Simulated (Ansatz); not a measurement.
## HgTe (Coloradoite) under changes of volume

One of the cells (33.215 Å³/atom); the others are scaled copies at fixed shape and fractional positions:

```
Hg Te
1.0
     0.00000    3.21450    3.21450
     3.21450    0.00000    3.21450
     3.21450    3.21450    0.00000
Hg Te
1 1
Direct
  0.00000 0.00000 0.00000
  0.75000 0.75000 0.75000
```

| Item | Value |
| --- | --- |
| Program | Ansatz 0.2.0 |
| Functional | PBEsol |
| Potentials or basis | Ansatz PAW |
| Cutoff | 420 eV (not typed: the program's choice for these potentials) |
| k mesh | 7 × 7 × 7 |
| Occupations | fermi-dirac, width 0.05 eV |
| Spin | no spin polarisation |

```tsv
volume (Å³/atom)	energy over the lowest point (meV/atom)	pressure (GPa)
31.223	50.20	5.4
31.887	30.58	4.1
32.551	16.30	2.8
33.215	?	?
33.880	1.53	0.8
34.544	0.00	0.0
35.208	1.82	-0.8
```

What does the run at 33.215 Å³/atom give?

Energy over the lowest point 6.80 meV/atom; pressure 1.8 GPa.

Worked out: A Birch-Murnaghan fit of order 3 (a polynomial in V^(-2/3)) to the other rows has its minimum at 34.50 Å³/atom with B0 = V·E''(V) = 42 GPa and B' = 5.2. It gives 6.80 meV/atom at 33.215 Å³/atom, against the run's 6.80, and -dE/dV = 1.8 GPa, against 1.8.

Energies are extrapolated to zero smearing.

Caveats: the PAW data sets come from PBE, with cores solved anew for the run's functional, which leaves a small shift of forces and pressure.
